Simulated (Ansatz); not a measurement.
AlP: the gap under strain

AlP, F-43m, a = 5.507 Å. Ansatz: PBE, PAW, 420 eV, Γ-centred 8×8×6 mesh on 4 atoms, Gaussian smearing 0.02 eV; no spin polarisation. Series: equal strain along all axes, cell held, atoms fixed by symmetry; x is the strain in per cent. The gap is sought over the whole zone.

| x (%) | gap y (eV) |
| --- | --- |
| -3.0 | ? |
| -2.0 | 1.511 |
| -1.0 | 1.573 |
| 0.0 | 1.632 |
| 1.0 | 1.687 |
| 2.0 | 1.738 |
| 3.0 | 1.785 |

Task: Fit y = E0 + c1 x + c2 x² to the other rows, give the deformation potential for this strain, and predict the missing gap.

Result: Least squares on the rows shown. y = 1.6320 + 0.056768 x − 0.0019107 x². The deformation potential is 100 c1 = 5.68 eV per unit strain of each axis, or a third of that, 1.89 eV, as the usual dE_g/d ln V. At x = -3.0 the fit asked for gives 1.444 eV. The run gave 1.444 eV, the same to the digits shown.

Semilocal functionals give gaps under the measured ones; changes of the gap mostly carry over better.